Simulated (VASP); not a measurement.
Set up this calculation in VASP 6.6.1, as the native input.

| Item | Value |
| --- | --- |
| Task | single point |
| Functional | PBE |
| Potentials or basis | VASP PAW PBE potentials, release 64 (C) |
| Cutoff | 520 eV |
| k mesh | 18 × 18 × 18 |
| Occupations | gaussian, width 0.1 eV |
| Spin | no spin polarisation |
| Dipole correction | no |
| Further INCAR settings | ALGO = Fast; EDIFF = 1e-07; NBANDS = 16 |

The structure of C lies in POSCAR:

```
C
1.0
    1.3489682034     -3.9089689869      0.0000000000
    1.3489682034      3.9089689869      0.0000000000
    0.0000000000      0.0000000000      2.5098124683
C
4
Direct
    0.0860512822      0.9139487178      0.5000000000
    0.9139487178      0.0860512822      0.5000000000
    0.1892321549      0.8107678451      0.0000000000
    0.8107678451      0.1892321549      0.0000000000
```

The cell was built by a generator and needn't be a form met in nature.

One way to write it, as run:

INCAR

```
PREC = Accurate
ENCUT = 520
EDIFF = 1E-7
ISMEAR = 0
SIGMA = 0.1
LREAL = False
LASPH = True
NELM = 100
ALGO = Fast
ISIF = 2
LWAVE = False
LCHARG = False
GGA = PE
NBANDS = 16
```

KPOINTS

```
Automatic mesh
0
Gamma
  18 18 18
```

Potentials or basis: VASP PAW PBE potentials, release 64 (C).

The run is started by

```sh
$ cat potpaw_PBE.64/C/POTCAR > POTCAR
$ mpirun -np 1 vasp_std > vasp.out
```

Results of the run:

```yaml
Pressure: 0.5 GPa
Largest_force: 0.027 eV/Å
Band_gap_on_the_k_mesh: none (metal or under the smearing width)
```

Wall time 2.4 min on 1 thread of Intel(R) Xeon(R) 6975P-C (Granite Rapids), on a shared host, peak memory 0.37 GiB.
